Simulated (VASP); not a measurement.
Crystal: AlN.

```xyz
2
Lattice="0.0000 2.1840 2.1840 2.1840 0.0000 2.1840 2.1840 2.1840 0.0000" Properties=species:S:1:pos:R:3 pbc="T T T"
Al    0.0000    0.0000    0.0000
N     1.0920    1.0920    1.0920
```

Measurements of this composition are mostly on another form, of space group No. 186.

Base run:

```yaml
Program: VASP 6.6.1
Functional: PBE0
Potentials_or_basis: VASP PAW PBE potentials, release 64 (Al, N)
Cutoff: 520 eV
k_mesh: 8 × 8 × 8
Occupations: gaussian, width 0.02 eV
Spin: no spin polarisation
```

Its results: band gap on the k mesh 5.29 eV, indirect (least direct gap 6.28 eV); pressure -0.5 GPa.

After a change of settings the same cell gave: band gap on the k mesh 5.47 eV, indirect (least direct gap 6.49 eV); pressure -2.7 GPa. Which change was it?
A. functional from PBE0 to HSE03
B. functional from PBE0 to HSE06
C. functional from PBE0 to r2SCAN-EpsX

C.

Caveats: the PAW data sets were made with another functional, which shifts forces and pressure a little.

Not every run made on this cell is shown here.
